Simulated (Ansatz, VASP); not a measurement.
# One calculation of GaAs, two programs

```
Ga As
1.0
     0.00000    2.78120    2.78120
     2.78120    0.00000    2.78120
     2.78120    2.78120    0.00000
Ga As
1 1
Direct
  0.00000 0.00000 0.00000
  0.75000 0.75000 0.75000
```

Alike in both runs: functional PBEsol; k mesh 8 × 8 × 8; no spin polarisation.

Ansatz relaxed the structure, and its values are those at the end. VASP's run is a single point on that final structure, the one shown.

|  | VASP | Ansatz |
| --- | --- | --- |
| version | VASP 6.6.1 | Ansatz 0.2.0 |
| potentials or method | VASP PAW PBE potentials, release 64 (Ga_d, As) | PAW with Ansatz's default frozen-core files, scalar-relativistic |
| plane-wave cutoff (eV) | 520 | 420 |
| occupations | gaussian, width 0.01 eV | fixed |
| valence electrons in the cell | 18 | 28 |

Ansatz gave:

```
pressure (GPa) : 4.0
```

Q: Which values does VASP return?

A: Pressure (GPa): 4.2.

The two sets of potentials don't hold the same shells in valence.

Caveats: the PAW data sets were made with another functional, which shifts forces and pressure a little (VASP). A k mesh can miss the band edges.
